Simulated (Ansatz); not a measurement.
MoSeS (layered bulk) (P6_3mc), computed twice by G0W0.

The structure was built from a prototype and need not be the compound's stable phase.

The structure is hexagonal, space group P6_3mc (No. 186). Conventional cell: a = 3.212 Å, b = 3.212 Å, c = 12.378 Å, α = 90.00°, β = 90.00°, γ = 120.00°. Mo has 3 S at 2.40 Å and 3 Se at 2.52 Å nearest. Nearest to S lie 3 Mo at 2.40 Å. Nearest to Se lie 3 Mo at 2.52 Å. Farther neighbours and most contacts between anions are not listed.

```yaml
crystal:
  lattice:
    - [3.21171, 0.00000, 0.00000]
    - [-1.60585, 2.78142, 0.00000]
    - [0.00000, 0.00000, 12.37832]
  atoms:
    - { symbol: Mo, position: [0.33333, 0.66667, 0.25490] }
    - { symbol: S, position: [0.66667, 0.33333, 0.37847] }
    - { symbol: Se, position: [0.66667, 0.33333, 0.11663] }
    - { symbol: Mo, position: [0.66667, 0.33333, 0.75490] }
    - { symbol: S, position: [0.33333, 0.66667, 0.87847] }
    - { symbol: Se, position: [0.33333, 0.66667, 0.61663] }
```

The structure was relaxed with PBE-D3(BJ). The runs that relaxed it are not among those shown.

The first (Ansatz 0.2.0; start PBE, 9×9×2 mesh, 461 empty bands, screening to 150 eV, PAW set soft_1 files; 1 × NVIDIA H100 80GB HBM3 (shared by 6 runs) with 3 threads of AMD EPYC 7R13 (Zen 3), shared host) gave, on its mesh: starting gap 0.79 eV, G0W0 gap 1.10 eV, RPA ε∞ (mean) 13.15, 2.8 min.

Question: The second changes empty bands from 461 to 116 and screening cutoff (eV) from 150.0 to 60. What does it give?

It gave: starting gap 0.79 eV, G0W0 gap 1.02 eV, RPA ε∞ (mean) 13.58, 60 s. The G0W0 gap moves by −0.08 eV, +0.00 eV from the start and −0.08 eV from the correction. Σc changes by +0.52 eV at the valence top and +0.44 eV at the conduction bottom, and Σx − Vxc between them by +0.00 eV.

Limits: not at the basis limit; no spin-orbit coupling.

[Paths, hosts, dates, memory and timing lines, banners, echoed tables and standing remarks are left out of the program output.]

[Logs are printed without paths, hosts, clocks, repeated set-up lines and the standing remarks that a program may print on its own settings, such as how far it seeks lower states.]

[Runs of the session that timed out or met a known fault of the program may be left out.]

[Cells called generated may have been cut or substituted from an entry of the Crystallography Open Database or the Materials Project.]

[Hosts, paths, dates, database ids (printed as entryN), source tags and the programs' standing remarks are cut or masked in the printed files.]
